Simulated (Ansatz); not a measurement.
CdO (Monteponite):

```
Cd O
1.0
     0.00000    2.34950    2.34950
     2.34950    0.00000    2.34950
     2.34950    2.34950    0.00000
Cd O
1 1
Direct
  0.00000 0.00000 0.00000
  0.50000 0.50000 0.50000
```

```yaml
Program: Ansatz 0.2.0
Task: relaxation of cell and atoms
Functional: LDA
Potentials_or_basis: all-electron LAPW, scalar-relativistic
Basis_error_allowed: 0.001 eV/atom
k_mesh: 10 × 10 × 10
Occupations: gaussian, width 0.1 eV
Spin: collinear spin, ferromagnetic start
Starting_moments: "[0.5, 0.0] μB"
```

At the start: volume 12.97 Å³/atom.

Question: How do energy, volume and symmetry change on relaxing?

Answer: Over 5 steps the energy falls by 10.4 meV/atom and the volume is 12.44 Å³/atom (-4.0 %); space group Fm-3m (No. 225, to 0.05 Å); moment 0.00 μB per cell.

Step by step:
```
step  energy change (eV)  largest force (eV/Å)  volume (Å³)
   1              0.0000                0.0000        25.94
   2             -0.0196                0.0000        24.65
   3             -0.0208                0.0000        24.91
   4             -0.0208                0.0000        24.89
   5             -0.0208                0.0000        24.89
```

Final structure:
```
Cd O
1.0
     0.00000    2.31737    2.31737
     2.31737    0.00000    2.31737
     2.31737    2.31737    0.00000
Cd O
1 1
Direct
  0.00000 0.00000 0.00000
  0.50000 0.50000 0.50000
```

Caveat: the starting moments weren't kept.
